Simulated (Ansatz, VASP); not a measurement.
# Cd2O in VASP and in Ansatz

File POSCAR:

```
Cd2O
1.0
    3.2910774251      0.0000000000      0.0000000000
    0.0000000000      3.2910774251      0.0000000000
    0.0000000000      0.0000000000      9.7379090439
Cd O
4 2
Direct
    0.0000000000      0.5000000000      0.1512614732
    0.0000000000      0.5000000000      0.6512614732
    0.5000000000      0.0000000000      0.3487385268
    0.5000000000      0.0000000000      0.8487385268
    0.0000000000      0.0000000000      0.0000000000
    0.5000000000      0.5000000000      0.5000000000
```

File INCAR.step1:

```
SYSTEM = Cd2O
PREC = Accurate
ENCUT = 600
ISMEAR = 0
SIGMA = 0.1
LREAL = .FALSE.
LASPH = .TRUE.
NELM = 100
GGA = PE
ALGO = Normal
EDIFF = 1E-4
LWAVE = .TRUE.
LCHARG = .FALSE.
```

File INCAR.step2:

```
SYSTEM = Cd2O
PREC = Accurate
ENCUT = 600
EDIFF = 1E-6
ISMEAR = 0
SIGMA = 0.1
LREAL = .FALSE.
LASPH = .TRUE.
NELM = 100
ALGO = Normal
ISIF = 3
LWAVE = .FALSE.
LCHARG = .FALSE.
METAGGA = R2SCAN
LMIXTAU = .TRUE.
IBRION = 2
NSW = 90
EDIFFG = -0.04
ISTART = 1
```

File KPOINTS:

```
regular mesh
0
G
  6 6 2
  0 0 0
```

Input for Ansatz:

```yaml
crystal:
  lattice:
    - [3.2910774251, 0.0, 0.0]
    - [0.0, 3.2910774251, 0.0]
    - [0.0, 0.0, 9.7379090439]
  atoms:
    - { symbol: Cd, position: [0.0, 0.5, 0.1512614732] }
    - { symbol: Cd, position: [0.0, 0.5, 0.6512614732] }
    - { symbol: Cd, position: [0.5, 0.0, 0.3487385268] }
    - { symbol: Cd, position: [0.5, 0.0, 0.8487385268] }
    - { symbol: O, position: [0.0, 0.0, 0.0] }
    - { symbol: O, position: [0.5, 0.5, 0.5] }
basis:
  ecutwfc: 500
kpoints:
  mp_grid: { grid: [6, 6, 2] }
hamiltonian:
  xc: r2scan
scf:
  occupations: { method: gaussian, width: 0.1 }
  lower_state_search: "off"
output:
  forces: true
  stress: true
  eigenvalues: true
relax:
  adjacent_minimum: "off"
  f_tol: 0.04
  max_steps: 70
  cell: { stress_tol: 0.4 }
```

Alike in both runs: task relaxation of cell and atoms; functional r2SCAN; k mesh 6 × 6 × 2; occupations gaussian, width 0.1 eV; no spin polarisation.

|  | VASP | Ansatz |
| --- | --- | --- |
| version | VASP 6.6.1 | Ansatz 0.2.0 |
| potentials or method | VASP PAW PBE potentials, release 64 (Cd, O) | scalar-relativistic, plane waves, PAW |
| plane-wave cutoff (eV) | 600 | 500 |
| valence electrons in the cell | 60 | 92 |

|  | VASP | Ansatz | Ansatz less VASP |
| --- | --- | --- | --- |
| gap on the k mesh at the Fermi level, each at its own relaxed structure (eV) | none | none | - |
| relaxed volume (Å³/atom) | 17.92 | 17.73 | -0.189 |
| relaxed cell length with the largest relative difference (Å) | 9.944 | 9.905 | -0.0390 |
| energy change over the relaxation (meV/atom) | -3 | -3 | +0.6 |

A gap of «none» marks a metal or a gap that the smearing closes. The two sets of potentials don't hold the same shells in valence.

Caveats: the PAW data sets were made with another functional, which shifts forces and pressure a little (VASP).
